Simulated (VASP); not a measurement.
# Na2S (Fm-3m) in VASP: density of states with PBE

Aim: the density of states of Na2S with PBE.

Program: VASP 6.6.1. These are calculated values, not measurements. Logs are shortened: lines on timing, memory, paths and dates and some standing lists are left out, and cuts for length are marked.

### 1 The crystal as given

It takes space group Fm-3m (No. 225, cubic). The conventional cell has a = 6.745 Å, b = 6.745 Å, c = 6.745 Å, α = 90.00°, β = 90.00°, γ = 90.00°. Na (site symmetry -43m) has 4 S at 2.92 Å as nearest neighbours. Around S (site symmetry m-3m) lie 8 Na at 2.92 Å.

The cell was built by a generator and needn't be a form met in nature.

### 2 Density of states, PBE

POSCAR

```
Na2S
1.0
    0.0000000000      3.3722590000      3.3722590000
    3.3722590000      0.0000000000      3.3722590000
    3.3722590000      3.3722590000      0.0000000000
Na S
2 1
Direct
    0.2500000000      0.2500000000      0.2500000000
    0.7500000000      0.7500000000      0.7500000000
    0.0000000000      0.0000000000      0.0000000000
```

INCAR.step1

```
  PREC = Accurate
  ENCUT = 520
  EDIFF = 1E-6
  ISMEAR = -1
  SIGMA = 0.0255
  LREAL = False
  LASPH = True
  NELM = 60
  ALGO = Fast
  ISIF = 2
  LWAVE = False
  LCHARG = True
  GGA = PE
  NBANDS = 17
```

KPOINTS.step1

```
Automatic mesh
0
Gamma
  7 7 7
```

INCAR.step2

```
  PREC = Accurate
  ENCUT = 520
  EDIFF = 1E-6
  ISMEAR = -5
  SIGMA = 0.0255
  LREAL = False
  LASPH = True
  NELM = 60
  ALGO = Fast
  ISIF = 2
  LWAVE = False
  LCHARG = False
  GGA = PE
  LORBIT = 11
  NBANDS = 17
  NEDOS = 2001
  ICHARG = 11
```

KPOINTS.step2

```
Automatic mesh
0
Gamma
  11 11 11
```

Potentials or basis: VASP PAW PBE potentials, release 64 (Na_pv, S).

Launch:

```
$ cat potpaw_PBE.64/Na_pv/POTCAR potpaw_PBE.64/S/POTCAR > POTCAR
$ cp INCAR.step1 INCAR
$ cp KPOINTS.step1 KPOINTS
$ mpirun -np 1 vasp_std > vasp.out
$ cp INCAR.step2 INCAR
$ cp KPOINTS.step2 KPOINTS
$ mpirun -np 1 vasp_std > vasp.out
```

OUTCAR:

```text
PREC = Accurate
   ENCUT = 520
   EDIFF = 1E-6
   ISMEAR = -5
   LREAL = False
   LASPH = True
   NELM = 60
   ISIF = 2
   GGA = PE
   LORBIT = 11
   ICHARG = 11

 ion  position               nearest neighbor table
   1  0.250  0.250  0.250-
   2  0.750  0.750  0.750-
   3  0.000  0.000  0.000-

  LATTYP: Found a face centered cubic cell.
 ALAT       =     6.7445180000

  Lattice vectors:

 A1 = (   0.0000000000,   3.3722590000,   3.3722590000)
 A2 = (   3.3722590000,   0.0000000000,   3.3722590000)
 A3 = (   3.3722590000,   3.3722590000,   0.0000000000)

Analysis of symmetry for initial positions (statically):
=====================================================================
 Subroutine PRICEL returns:
 Original cell was already a primitive cell.

 Routine SETGRP: Setting up the symmetry group for a
 face centered cubic supercell.

 Subroutine GETGRP returns: Found 48 space group operations
 (whereof 48 operations were pure point group operations)
 out of a pool of 48 trial point group operations.

The static configuration has the point symmetry O_h .

Analysis of symmetry for dynamics (positions and initial velocities):
=====================================================================
 Subroutine PRICEL returns:
 Original cell was already a primitive cell.

 Routine SETGRP: Setting up the symmetry group for a
 face centered cubic supercell.

 Subroutine GETGRP returns: Found 48 space group operations
 (whereof 48 operations were pure point group operations)
 out of a pool of 48 trial point group operations.

The dynamic configuration has the point symmetry O_h .

 Subroutine INISYM returns: Found 48 space group operations
 (whereof 48 operations are pure point group operations),
 and found     1 'primitive' translations

----------------------------------------------------------------------------------------

                                     Primitive cell

  volume of cell :      76.6995

  direct lattice vectors                    reciprocal lattice vectors
     0.000000000  3.372259000  3.372259000    -0.148268564  0.148268564  0.148268564
     3.372259000  0.000000000  3.372259000     0.148268564 -0.148268564  0.148268564
     3.372259000  3.372259000  0.000000000     0.148268564  0.148268564 -0.148268564

  length of vectors
     4.769094414  4.769094414  4.769094414     0.256808686  0.256808686  0.256808686

  position of ions in fractional coordinates (direct lattice)
     0.250000000  0.250000000  0.250000000
     0.750000000  0.750000000  0.750000000
     0.000000000  0.000000000  0.000000000

  ion indices of the primitive-cell ions
   primitive index   ion index
                 1           1
                 2           2
                 3           3

----------------------------------------------------------------------------------------

 KPOINTS: Automatic mesh

Automatic generation of k-mesh.
 Grid dimensions read from file:
 generate k-points for:   11   11   11

 Generating k-lattice:

  Cartesian coordinates                     Fractional coordinates (reciprocal lattice)
    -0.013478960  0.013478960  0.013478960     0.090909091  0.000000000  0.000000000
     0.013478960 -0.013478960  0.013478960     0.000000000  0.090909091  0.000000000
     0.013478960  0.013478960 -0.013478960     0.000000000  0.000000000  0.090909091

  Length of vectors
     0.023346244  0.023346244  0.023346244

  Shift w.r.t. Gamma in fractional coordinates (k-lattice)
     0.000000000  0.000000000  0.000000000

 TETIRR: Found    201 inequivalent tetrahedra from     7986

 Subroutine IBZKPT returns following result:
 ===========================================

 Found     56 irreducible k-points:

 Following reciprocal coordinates:
            Coordinates               Weight
  0.000000  0.000000  0.000000      1.000000
  0.090909  0.000000  0.000000      8.000000
  0.181818  0.000000  0.000000      8.000000
  0.272727  0.000000  0.000000      8.000000
  0.363636  0.000000  0.000000      8.000000
  0.454545  0.000000  0.000000      8.000000
[... 16 lines left out ...]
 -0.272727  0.181818  0.000000     24.000000
 -0.181818  0.181818  0.000000     12.000000
 [... further k-points ...]
   k-points           NKPTS =     56   k-points in BZ     NKDIM =     56   number of bands    NBANDS=     17
   number of dos      NEDOS =   2001   number of ions     NIONS =      3
   total plane-waves  NPLWV =  46656
   dimension x,y,z NGX =    36 NGY =   36 NGZ =   36
   dimension x,y,z NGXF=    72 NGYF=   72 NGZF=   72
   ions per type =               2   1
   NGX,Y,Z   is equivalent  to a cutoff of  12.55, 12.55, 12.55 a.u.
   NGXF,Y,Z  is equivalent  to a cutoff of  25.10, 25.10, 25.10 a.u.
 SYSTEM =  unknown system
   PREC   = accura    normal or accurate (medium, high low for compatibility)
   ISTART =      0    job   : 0-new  1-cont  2-samecut
   ICHARG =     11    charge: 1-file 2-atom 10-const
   ISPIN  =      1    spin polarized calculation?
   LNONCOLLINEAR =      F non collinear calculations
   LSORBIT =      F    spin-orbit coupling
   LASPH  =      T    aspherical Exc in radial PAW
   ENCUT  =  520.0 eV  38.22 Ry    6.18 a.u.   8.87  8.87  8.87*2*pi/ulx,y,z
   NELM   =     60;   NELMIN=  2; NELMDL=  0     # of ELM steps
   EDIFF  = 0.1E-05   stopping-criterion for ELM
   LREAL  =      F    real-space projection
   EDIFFG = 0.1E-04   stopping-criterion for IOM
   NSW    =      0    number of steps for IOM
   IBRION =     -1    ionic relax: 0-MD 1-quasi-New 2-CG
   NFREE  =      0    steps in history (QN), initial steepest desc. (CG)
   ISIF   =      2    stress and relaxation
   ISYM   =      2    0-nonsym 1-usesym 2-fastsym
   POTIM  = 0.5000    time-step for ionic-motion
   TEBEG  =    0.0;   TEEND  =   0.0 temperature during run
   PSTRESS=    0.0 pullay stress
   NELECT =      20.0000    total number of electrons
   NUPDOWN=      -1.0000    fix difference up-down
   EMIN   =  10.00;   EMAX   =-10.00  energy-range for DOS
   EFERMI =   0.00;   METHOD = LEGACY
   ISMEAR =    -5;   SIGMA  =   0.03  broadening in eV -4-tet -1-fermi 0-gaus
   EFERMI_NEDOS =   21; number of points for ismear=-14 and -15
   IALGO  =     68    algorithm
   IMIX   =      4    mixing-type and parameters
     AMIX     =   0.40;   BMIX     =  1.00
     AMIX_MAG =   1.60;   BMIX_MAG =  1.00
  volume/ion in A,a.u.               =      25.57       172.53
  Fermi-wavevector in a.u.,A,eV,Ry     =   1.045893  1.976451 14.883306  1.093892
  Thomas-Fermi vector in A             =   2.180708
   LORBIT       =     11    0 simple, 1 ext, 2 COOP (PROOUT), +10 PAW based schemes
   GGA     = PE    functional components
   LHFCALC =     F    Hartree Fock is set to
   AEXX    =    0.0000 exact exchange contribution
   IVDW    =     0    specifies the selected vdW correction
   LEPSILON=     F    determine dielectric tensor
   LRPA    =     F    only Hartree local field effects (RPA)
 non-spin polarized calculation
 RMM-DIIS sequential band-by-band and
 Fermi weights with tetrahedron method with Bloechl corrections
  energy-cutoff  :      520.00
  volume of cell :       76.70
 maximum number of plane-waves:      2088

 number of electron      20.0000005 magnetization

 Free energy of the ion-electron system (eV)
  ---------------------------------------------------
  ext. energy  EPLUGINS =         0.00000000
  ---------------------------------------------------
  free energy    TOTEN  =        -9.94042296 eV

  energy without entropy =       -9.94042296  energy(sigma->0) =       -9.94042296

 E-fermi :  -0.1673     XC(G=0):  -7.4861

 val. band max:       -0.1774610078   @ k =   0.0000   0.0000   0.0000
 cond. band min:       2.0199517393   @ k =   0.0000   0.0000   0.0000
 fundamental gap:      2.1974127471
 Fermi energy:        -0.1673067095

 k-point     1 :       0.0000    0.0000    0.0000
  band No.  band energies     occupation
      1     -22.6264      2.00000
      2     -22.6263      2.00000
      3     -22.6263      2.00000
      4     -22.5866      2.00000
      5     -22.5866      2.00000
      6     -22.5866      2.00000
[... 9 lines left out ...]
     16       8.9568      0.00000
     17      10.5373      0.00000

 k-point     2 :       0.0909    0.0000    0.0000
  band No.  band energies     occupation
      1     -22.6258      2.00000
      2     -22.6256      2.00000
      3     -22.6256      2.00000
      4     -22.5878      2.00000
      5     -22.5874      2.00000
      6     -22.5874      2.00000
[... 9 lines left out ...]
     16       8.6911      0.00000
     17      10.2891      0.00000

 k-point     3 :       0.1818    0.0000    0.0000
  band No.  band energies     occupation
      1     -22.6241      2.00000
      2     -22.6234      2.00000
      3     -22.6233      2.00000
      4     -22.5910      2.00000
      5     -22.5899      2.00000
      6     -22.5899      2.00000
[... 9 lines left out ...]
     16       8.4690      0.00000
     17       9.8453      0.00000

 k-point     4 :       0.2727    0.0000    0.0000
  band No.  band energies     occupation
      1     -22.6214      2.00000
      2     -22.6198      2.00000
      3     -22.6198      2.00000
      4     -22.5959      2.00000
      5     -22.5938      2.00000
      6     -22.5937      2.00000
[... 9 lines left out ...]
     16       8.7824      0.00000
     17       9.6105      0.00000

 k-point     5 :       0.3636    0.0000    0.0000
  band No.  band energies     occupation
      1     -22.6177      2.00000
      2     -22.6152      2.00000
      3     -22.6152      2.00000
      4     -22.6015      2.00000
      5     -22.5987      2.00000
      6     -22.5986      2.00000
[... 9 lines left out ...]
     16       9.4868      0.00000
     17       9.7245      0.00000

 k-point     6 :       0.4545    0.0000    0.0000
  band No.  band energies     occupation
      1     -22.6133      2.00000
      2     -22.6099      2.00000
      3     -22.6099      2.00000
      4     -22.6071      2.00000
      5     -22.6041      2.00000
      6     -22.6041      2.00000
[... 9 lines left out ...]
     16      10.4247      0.00000
     17      10.4317      0.00000
[... 281 lines left out ...]
 k-point    21 :      -0.4545    0.1818    0.0000
  band No.  band energies     occupation
      1     -22.6291      2.00000
      2     -22.6207      2.00000
      3     -22.6189      2.00000
      4     -22.5970      2.00000
      5     -22.5955      2.00000
      6     -22.5884      2.00000
[... 9 lines left out ...]
     16      10.2461      0.00000
     17      11.2190      0.00000

 k-point    22 :      -0.3636    0.1818    0.0000
  band No.  band energies     occupation
      1     -22.6317      2.00000
      2     -22.6155      2.00000
      3     -22.6130      2.00000
      4     -22.6028      2.00000
      5     -22.6011      2.00000
      6     -22.5850      2.00000
[... 9 lines left out ...]
     16       9.8439      0.00000
     17      11.0589      0.00000

 k-point    23 :      -0.2727    0.1818    0.0000
  band No.  band energies     occupation
      1     -22.6323      2.00000
      2     -22.6093      2.00000
      3     -22.6087      2.00000
      4     -22.6072      2.00000
      5     -22.6067      2.00000
      6     -22.5833      2.00000
[... 9 lines left out ...]
     16      10.3586      0.00000
     17      10.7818      0.00000

 k-point    24 :      -0.1818    0.1818    0.0000
  band No.  band energies     occupation
      1     -22.6310      2.00000
      2     -22.6146      2.00000
      3     -22.6132      2.00000
      4     -22.6025      2.00000
      5     -22.6004      2.00000
      6     -22.5836      2.00000
[... 9 lines left out ...]
     16       9.7290      0.00000
     17      10.8090      0.00000

 [... further k-points ...]

------------------------ aborting loop because EDIFF is reached ----------------------------------------

  FORCE on cell =-STRESS in cart. coord.  units (eV):
  Direction    XX          YY          ZZ          XY          YZ          ZX
  --------------------------------------------------------------------------------------
  -------------------------------------------------------------------------------------
  Total       -0.9010962     -0.9010962     -0.9010962      0.0000000      0.0000000     -0.0000000
  in kB      -18.8230048    -18.8230048    -18.8230048      0.0000000      0.0000000     -0.0000000
  external PRESSURE =     -18.8230048 kB  Pullay stress =       0.0000000 kB

 VOLUME and BASIS-vectors are now :
 -----------------------------------------------------------------------------
  energy-cutoff  :      520.00
  volume of cell :       76.70
      direct lattice vectors                 reciprocal lattice vectors
     0.000000000  3.372259000  3.372259000    -0.148268564  0.148268564  0.148268564
     3.372259000  0.000000000  3.372259000     0.148268564 -0.148268564  0.148268564
     3.372259000  3.372259000  0.000000000     0.148268564  0.148268564 -0.148268564

 POSITION                                       TOTAL-FORCE (eV/Angst)
 -----------------------------------------------------------------------------------
      1.68613      1.68613      1.68613        -0.000000     -0.000000     -0.000000
      5.05839      5.05839      5.05839         0.000000      0.000000      0.000000
      0.00000      0.00000      0.00000        -0.000000     -0.000000      0.000000
 -----------------------------------------------------------------------------------
    total drift:                                0.000000      0.000000      0.000000

  FREE ENERGIE OF THE ION-ELECTRON SYSTEM (eV)
  ---------------------------------------------------
  free  energy   TOTEN  =        -9.9404229569 eV

  energy  without entropy=       -9.9404229569  energy(sigma->0) =       -9.94042296

 total charge

# of ion       s       p       d       tot
------------------------------------------
    1        0.059   5.980   0.000   6.039
    2        0.059   5.980   0.000   6.039
    3        1.313   2.401   0.000   3.713
--------------------------------------------------
tot          1.431  14.360   0.000  15.791
```

Wall time 32 s (1 thread of Intel Xeon 6975P-C (Granite Rapids), shared host); peak memory 0.21 GiB.

Results:

* Valence electrons inside the program's atomic spheres: Na 6.04; S 3.71

Levels at points of the mesh, in eV from the valence-band top:
```csv
k point,band 7,band 8,band 9,band 10,band 11,band 12,band 13,band 14
"(0.00, 0.00, 0.00)",-10.03,0.00,0.00,0.00,2.20,7.43,7.43,7.43
```

States per cell in windows of 1 eV (zero at the valence-band top; states under -8 eV left out):
| from (eV) | total | S3_p | Na1_s | Na2_s | Na1_p | Na2_p | S3_s |
| --- | --- | --- | --- | --- | --- | --- | --- |
| -8.0 | 0.00 | 0.00 | 0.00 | 0.00 | 0.00 | 0.00 | 0.00 |
| -7.0 | 0.00 | 0.00 | 0.00 | 0.00 | 0.00 | 0.00 | 0.00 |
| -6.0 | 0.00 | 0.00 | 0.00 | 0.00 | 0.00 | 0.00 | 0.00 |
| -5.0 | 0.00 | 0.00 | 0.00 | 0.00 | 0.00 | 0.00 | 0.00 |
| -4.0 | 0.00 | 0.00 | 0.00 | 0.00 | 0.00 | 0.00 | 0.00 |
| -3.0 | 0.00 | 0.00 | 0.00 | 0.00 | 0.00 | 0.00 | 0.00 |
| -2.0 | 1.71 | 0.57 | 0.04 | 0.04 | 0.01 | 0.01 | 0.00 |
| -1.0 | 4.24 | 1.81 | 0.02 | 0.02 | 0.03 | 0.03 | 0.00 |
| 0.0 | 0.00 | 0.00 | 0.00 | 0.00 | 0.00 | 0.00 | 0.00 |
| 1.0 | 0.00 | 0.00 | 0.00 | 0.00 | 0.00 | 0.00 | 0.00 |
| 2.0 | 0.05 | 0.00 | 0.00 | 0.00 | 0.00 | 0.00 | 0.01 |
| 3.0 | 0.37 | 0.04 | 0.02 | 0.02 | 0.00 | 0.00 | 0.03 |
| 4.0 | 1.50 | 0.12 | 0.04 | 0.04 | 0.03 | 0.03 | 0.05 |
| 5.0 | 0.94 | 0.08 | 0.05 | 0.05 | 0.01 | 0.01 | 0.02 |
| 6.0 | 2.82 | 0.25 | 0.17 | 0.17 | 0.05 | 0.05 | 0.02 |
| 7.0 | 2.13 | 0.12 | 0.03 | 0.03 | 0.08 | 0.08 | 0.01 |
